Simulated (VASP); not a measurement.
# CsBr (Pm-3m) in VASP: single point with LDA

Aim: the single point of CsBr with LDA.

Program: VASP 6.6.1. These are calculated values, not measurements. Logs are shortened: lines on timing, memory, paths and dates and some standing lists are left out, and cuts for length are marked.

## (1) The crystal as given

Symmetry: Pm-3m, No. 221, cubic system. The conventional cell has a = 4.286 Å, b = 4.286 Å, c = 4.286 Å, α = 90.00°, β = 90.00°, γ = 90.00°. Around Cs (site symmetry m-3m) lie 8 Br at 3.71 Å. Br (site symmetry m-3m) is surrounded by 8 Cs at 3.71 Å.

## (2) Single point, LDA

The input, INCAR:

```
ALGO = Normal ; EDIFF = 1E-6
ENCUT = 520 ; ISIF = 2
ISMEAR = 0 ; LASPH = True
LCHARG = False ; LREAL = False
LWAVE = False ; NBANDS = 15
NELM = 60 ; PREC = Accurate
SIGMA = 0.1
```

The input, KPOINTS:

```
k-points
0
Gamma
  4 4 4
```

The input, POSCAR:

```
CsBr
1.0
    4.2860000000      0.0000000000      0.0000000000
    0.0000000000      4.2860000000      0.0000000000
    0.0000000000      0.0000000000      4.2860000000
Cs Br
1 1
Direct
    0.0000000000      0.0000000000      0.0000000000
    0.5000000000      0.5000000000      0.5000000000
```

Potentials or basis: VASP PAW LDA potentials, release 64 (Cs_sv, Br).

The run is started by

```bash
cat potpaw_LDA.64/Cs_sv/POTCAR potpaw_LDA.64/Br/POTCAR > POTCAR
mpirun -np 1 vasp_std > vasp.out
```

OUTCAR:

```text
EDIFF = 1E-6
   ENCUT = 520
   ISIF = 2
   ISMEAR = 0
   LASPH = True
   LREAL = False
   NELM = 60
   PREC = Accurate

 ion  position               nearest neighbor table
   1  0.000  0.000  0.000-
   2  0.500  0.500  0.500-

  LATTYP: Found a simple cubic cell.
 ALAT       =     4.2860000000

  Lattice vectors:

 A1 = (   4.2860000000,   0.0000000000,   0.0000000000)
 A2 = (   0.0000000000,   4.2860000000,   0.0000000000)
 A3 = (   0.0000000000,   0.0000000000,   4.2860000000)

Analysis of symmetry for initial positions (statically):
=====================================================================
 Subroutine PRICEL returns:
 Original cell was already a primitive cell.

 Routine SETGRP: Setting up the symmetry group for a
 simple cubic supercell.

 Subroutine GETGRP returns: Found 48 space group operations
 (whereof 48 operations were pure point group operations)
 out of a pool of 48 trial point group operations.

The static configuration has the point symmetry O_h .

Analysis of symmetry for dynamics (positions and initial velocities):
=====================================================================
 Subroutine PRICEL returns:
 Original cell was already a primitive cell.

 Routine SETGRP: Setting up the symmetry group for a
 simple cubic supercell.

 Subroutine GETGRP returns: Found 48 space group operations
 (whereof 48 operations were pure point group operations)
 out of a pool of 48 trial point group operations.

The dynamic configuration has the point symmetry O_h .

 Subroutine INISYM returns: Found 48 space group operations
 (whereof 48 operations are pure point group operations),
 and found     1 'primitive' translations

----------------------------------------------------------------------------------------

                                     Primitive cell

  volume of cell :      78.7329

  direct lattice vectors                    reciprocal lattice vectors
     4.286000000  0.000000000  0.000000000     0.233317779  0.000000000  0.000000000
     0.000000000  4.286000000  0.000000000     0.000000000  0.233317779  0.000000000
     0.000000000  0.000000000  4.286000000     0.000000000  0.000000000  0.233317779

  length of vectors
     4.286000000  4.286000000  4.286000000     0.233317779  0.233317779  0.233317779

  position of ions in fractional coordinates (direct lattice)
     0.000000000  0.000000000  0.000000000
     0.500000000  0.500000000  0.500000000

  ion indices of the primitive-cell ions
   primitive index   ion index
                 1           1
                 2           2

----------------------------------------------------------------------------------------

 KPOINTS: k-points

Automatic generation of k-mesh.
 Grid dimensions read from file:
 generate k-points for:    4    4    4

 Generating k-lattice:

  Cartesian coordinates                     Fractional coordinates (reciprocal lattice)
     0.058329445  0.000000000  0.000000000     0.250000000  0.000000000  0.000000000
     0.000000000  0.058329445  0.000000000     0.000000000  0.250000000  0.000000000
     0.000000000  0.000000000  0.058329445     0.000000000  0.000000000  0.250000000

  Length of vectors
     0.058329445  0.058329445  0.058329445

  Shift w.r.t. Gamma in fractional coordinates (k-lattice)
     0.000000000  0.000000000  0.000000000

 Subroutine IBZKPT returns following result:
 ===========================================

 Found     10 irreducible k-points:

 Following reciprocal coordinates:
            Coordinates               Weight
  0.000000  0.000000  0.000000      1.000000
  0.250000  0.000000  0.000000      6.000000
  0.500000  0.000000  0.000000      3.000000
  0.250000  0.250000  0.000000     12.000000
  0.500000  0.250000  0.000000     12.000000
  0.500000  0.500000  0.000000      3.000000
  0.250000  0.250000  0.250000      8.000000
  0.500000  0.250000  0.250000     12.000000
  0.500000  0.500000  0.250000      6.000000
  0.500000  0.500000  0.500000      1.000000
   k-points           NKPTS =     10   k-points in BZ     NKDIM =     10   number of bands    NBANDS=     15
   number of dos      NEDOS =    301   number of ions     NIONS =      2
   total plane-waves  NPLWV =  32768
   dimension x,y,z NGX =    32 NGY =   32 NGZ =   32
   dimension x,y,z NGXF=    64 NGYF=   64 NGZF=   64
   ions per type =               1   1
   NGX,Y,Z   is equivalent  to a cutoff of  12.41, 12.41, 12.41 a.u.
   NGXF,Y,Z  is equivalent  to a cutoff of  24.82, 24.82, 24.82 a.u.
 SYSTEM =  unknown system
   PREC   = accura    normal or accurate (medium, high low for compatibility)
   ISTART =      0    job   : 0-new  1-cont  2-samecut
   ICHARG =      2    charge: 1-file 2-atom 10-const
   ISPIN  =      1    spin polarized calculation?
   LNONCOLLINEAR =      F non collinear calculations
   LSORBIT =      F    spin-orbit coupling
   LASPH  =      T    aspherical Exc in radial PAW
   ENCUT  =  520.0 eV  38.22 Ry    6.18 a.u.   7.97  7.97  7.97*2*pi/ulx,y,z
   NELM   =     60;   NELMIN=  2; NELMDL= -5     # of ELM steps
   EDIFF  = 0.1E-05   stopping-criterion for ELM
   LREAL  =      F    real-space projection
   EDIFFG = 0.1E-04   stopping-criterion for IOM
   NSW    =      0    number of steps for IOM
   IBRION =     -1    ionic relax: 0-MD 1-quasi-New 2-CG
   NFREE  =      0    steps in history (QN), initial steepest desc. (CG)
   ISIF   =      2    stress and relaxation
   ISYM   =      2    0-nonsym 1-usesym 2-fastsym
   POTIM  = 0.5000    time-step for ionic-motion
   TEBEG  =    0.0;   TEEND  =   0.0 temperature during run
   PSTRESS=    0.0 pullay stress
   NELECT =      16.0000    total number of electrons
   NUPDOWN=      -1.0000    fix difference up-down
   EMIN   =  10.00;   EMAX   =-10.00  energy-range for DOS
   EFERMI =   0.00;   METHOD = LEGACY
   ISMEAR =     0;   SIGMA  =   0.10  broadening in eV -4-tet -1-fermi 0-gaus
   EFERMI_NEDOS =   21; number of points for ismear=-14 and -15
   IALGO  =     38    algorithm
   IMIX   =      4    mixing-type and parameters
     AMIX     =   0.40;   BMIX     =  1.00
     AMIX_MAG =   1.60;   BMIX_MAG =  1.00
  volume/ion in A,a.u.               =      39.37       265.66
  Fermi-wavevector in a.u.,A,eV,Ry     =   0.962489  1.818841 12.604247  0.926386
  Thomas-Fermi vector in A             =   2.091953
   LORBIT       =      0    0 simple, 1 ext, 2 COOP (PROOUT), +10 PAW based schemes
   GGA     = CA    functional components
   LHFCALC =     F    Hartree Fock is set to
   AEXX    =    0.0000 exact exchange contribution
   IVDW    =     0    specifies the selected vdW correction
   LEPSILON=     F    determine dielectric tensor
   LRPA    =     F    only Hartree local field effects (RPA)
 non-spin polarized calculation
 Gauss-broadening in eV      SIGMA  =   0.10
  energy-cutoff  :      520.00
  volume of cell :       78.73
 maximum number of plane-waves:      2176
 NGX is ok and might be reduce to    32
   NGX = 15   NGY = 15   NGZ = 15

 number of electron      15.9999998 magnetization

 Free energy of the ion-electron system (eV)
  ---------------------------------------------------
  ext. energy  EPLUGINS =         0.00000000
  ---------------------------------------------------
  free energy    TOTEN  =        -6.75106098 eV

  energy without entropy =       -6.75106098  energy(sigma->0) =       -6.75106098

 E-fermi :   0.1251     XC(G=0):  -8.4143

 val. band max:       -0.4065969914   @ k =   0.0000   0.0000   0.0000
 cond. band min:       3.7342461390   @ k =   0.0000   0.0000   0.0000
 fundamental gap:      4.1408431304
 Fermi energy:         0.1250964141

 k-point     1 :       0.0000    0.0000    0.0000
  band No.  band energies     occupation
      1     -20.1282      2.00000
      2     -12.8000      2.00000
      3      -6.7162      2.00000
      4      -6.7162      2.00000
      5      -6.7162      2.00000
      6      -0.4066      2.00000
      7      -0.4066      2.00000
      8      -0.4066      2.00000
      9       3.7342      0.00000
     10       4.2608      0.00000
     11       4.2608      0.00000
     12       8.6299      0.00000
     13       8.6299      0.00000
     14       8.6299      0.00000
     15      11.5630      0.00000

 k-point     2 :       0.2500    0.0000    0.0000
  band No.  band energies     occupation
      1     -20.1002      2.00000
      2     -12.8082      2.00000
      3      -6.9347      2.00000
      4      -6.6604      2.00000
      5      -6.6604      2.00000
      6      -1.2124      2.00000
      7      -0.5165      2.00000
      8      -0.5165      2.00000
      9       4.6527      0.00000
     10       5.0833      0.00000
     11       5.5448      0.00000
     12       8.3649      0.00000
     13       8.3649      0.00000
     14       8.9385      0.00000
     15       9.2225      0.00000

 k-point     3 :       0.5000    0.0000    0.0000
  band No.  band energies     occupation
      1     -20.0719      2.00000
      2     -12.8189      2.00000
      3      -7.1244      2.00000
      4      -6.6026      2.00000
      5      -6.6026      2.00000
      6      -1.8073      2.00000
      7      -0.6317      2.00000
      8      -0.6317      2.00000
      9       5.2867      0.00000
     10       6.6551      0.00000
     11       7.0634      0.00000
     12       7.6775      0.00000
     13       8.3538      0.00000
     14       8.3538      0.00000
     15       9.3681      0.00000

 k-point     4 :       0.2500    0.2500    0.0000
  band No.  band energies     occupation
      1     -20.0743      2.00000
      2     -12.7830      2.00000
      3      -7.0444      2.00000
      4      -6.8813      2.00000
      5      -6.6148      2.00000
      6      -1.2379      2.00000
      7      -0.7610      2.00000
      8      -0.5178      2.00000
      9       5.1034      0.00000
     10       5.4567      0.00000
     11       6.3623      0.00000
     12       7.4298      0.00000
     13       8.0141      0.00000
     14       8.6146      0.00000
     15       9.7103      0.00000

 k-point     5 :       0.5000    0.2500    0.0000
  band No.  band energies     occupation
      1     -20.0481      2.00000
      2     -12.7588      2.00000
      3      -7.2299      2.00000
      4      -6.9996      2.00000
      5      -6.5679      2.00000
      6      -1.3881      2.00000
      7      -0.8414      2.00000
      8      -0.5245      2.00000
      9       5.1915      0.00000
     10       5.6617      0.00000
     11       7.2925      0.00000
     12       7.3743      0.00000
     13       7.4884      0.00000
     14       8.8819      0.00000
     15      10.0953      0.00000

 k-point     6 :       0.5000    0.5000    0.0000
  band No.  band energies     occupation
      1     -20.0239      2.00000
      2     -12.6961      2.00000
      3      -7.3421      2.00000
      4      -7.3421      2.00000
      5      -6.5326      2.00000
      6      -0.9956      2.00000
      7      -0.9956      2.00000
      8      -0.4088      2.00000
      9       4.5781      0.00000
     10       4.8534      0.00000
     11       6.6646      0.00000
     12       6.6646      0.00000
     13      10.4015      0.00000
     14      10.4015      0.00000
     15      10.7452      0.00000

 k-point     7 :       0.2500    0.2500    0.2500
  band No.  band energies     occupation
      1     -20.0498      2.00000
      2     -12.7459      2.00000
      3      -6.9672      2.00000
      4      -6.9672      2.00000
      5      -6.8998      2.00000
      6      -0.9785      2.00000
      7      -0.9706      2.00000
      8      -0.9706      2.00000
      9       6.2602      0.00000
     10       6.4211      0.00000
     11       6.4211      0.00000
     12       6.9135      0.00000
     13       7.3727      0.00000
     14       7.3727      0.00000
     15      11.7276      0.00000

 k-point     8 :       0.5000    0.2500    0.2500
  band No.  band energies     occupation
      1     -20.0249      2.00000
      2     -12.7085      2.00000
      3      -7.2349      2.00000
      4      -6.9694      2.00000
      5      -6.8856      2.00000
      6      -1.3256      2.00000
      7      -1.1839      2.00000
      8      -0.7429      2.00000
      9       5.9473      0.00000
     10       6.1502      0.00000
     11       6.5034      0.00000
     12       7.4778      0.00000
     13       8.0725      0.00000
     14       8.9098      0.00000
     15      11.1006      0.00000

 k-point     9 :       0.5000    0.5000    0.2500
  band No.  band energies     occupation
      1     -20.0015      2.00000
      2     -12.6566      2.00000
      3      -7.2463      2.00000
      4      -7.2463      2.00000
      5      -6.8531      2.00000
      6      -1.3230      2.00000
      7      -1.3230      2.00000
      8      -1.1076      2.00000
      9       6.0481      0.00000
     10       6.2692      0.00000
     11       7.0054      0.00000
     12       7.0054      0.00000
     13       9.6453      0.00000
     14       9.6453      0.00000
     15      10.8453      0.00000

 k-point    10 :       0.5000    0.5000    0.5000
  band No.  band energies     occupation
      1     -19.9788      2.00000
      2     -12.6161      2.00000
      3      -7.1436      2.00000
      4      -7.1436      2.00000
      5      -7.1436      2.00000
      6      -1.6413      2.00000
      7      -1.6413      2.00000
      8      -1.6413      2.00000
      9       7.7676      0.00000
     10       7.7676      0.00000
     11       7.7676      0.00000
     12       8.5023      0.00000
     13       8.5023      0.00000
     14       8.5023      0.00000
     15      10.9566      0.00000

------------------------ aborting loop because EDIFF is reached ----------------------------------------

  FORCE on cell =-STRESS in cart. coord.  units (eV):
  Direction    XX          YY          ZZ          XY          YZ          ZX
  --------------------------------------------------------------------------------------
  -------------------------------------------------------------------------------------
  Total       -0.7883972     -0.7883972     -0.7883972      0.0000000      0.0000000      0.0000000
  in kB      -16.0435023    -16.0435023    -16.0435023      0.0000000      0.0000000      0.0000000
  external PRESSURE =     -16.0435023 kB  Pullay stress =       0.0000000 kB

 VOLUME and BASIS-vectors are now :
 -----------------------------------------------------------------------------
  energy-cutoff  :      520.00
  volume of cell :       78.73
      direct lattice vectors                 reciprocal lattice vectors
     4.286000000  0.000000000  0.000000000     0.233317779  0.000000000  0.000000000
     0.000000000  4.286000000  0.000000000     0.000000000  0.233317779  0.000000000
     0.000000000  0.000000000  4.286000000     0.000000000  0.000000000  0.233317779

 POSITION                                       TOTAL-FORCE (eV/Angst)
 -----------------------------------------------------------------------------------
      0.00000      0.00000      0.00000         0.000000      0.000000      0.000000
      2.14300      2.14300      2.14300         0.000000      0.000000      0.000000
 -----------------------------------------------------------------------------------
    total drift:                                0.000000      0.000000     -0.000000

  FREE ENERGIE OF THE ION-ELECTRON SYSTEM (eV)
  ---------------------------------------------------
  free  energy   TOTEN  =        -6.7510609788 eV

  energy  without entropy=       -6.7510609788  energy(sigma->0) =       -6.75106098
```

Wall time 9.5 s (1 thread of Intel Xeon Platinum 8175M at 2.50GHz (Skylake/Cascade Lake), shared host); peak memory 0.15 GiB.

What came out:

```yaml
Free_energy: -6.7511 eV
Pressure: -1.6 GPa
Band_gap_on_the_k_mesh: 4.14 eV, direct
```

Levels at points of the mesh, in eV from the valence-band top:
```csv
k point,band 6,band 7,band 8,band 9,band 10,band 11
"(0.00, 0.00, 0.00)",0.00,0.00,0.00,4.14,4.67,4.67
"(0.50, 0.00, 0.00)",-1.40,-0.23,-0.23,5.69,7.06,7.47
"(0.50, 0.50, 0.00)",-0.59,-0.59,0.00,4.98,5.26,7.07
"(0.50, 0.50, 0.50)",-1.23,-1.23,-1.23,8.17,8.17,8.17
```

Caveat: spin-orbit coupling is left out, which moves the levels of the heavy elements.
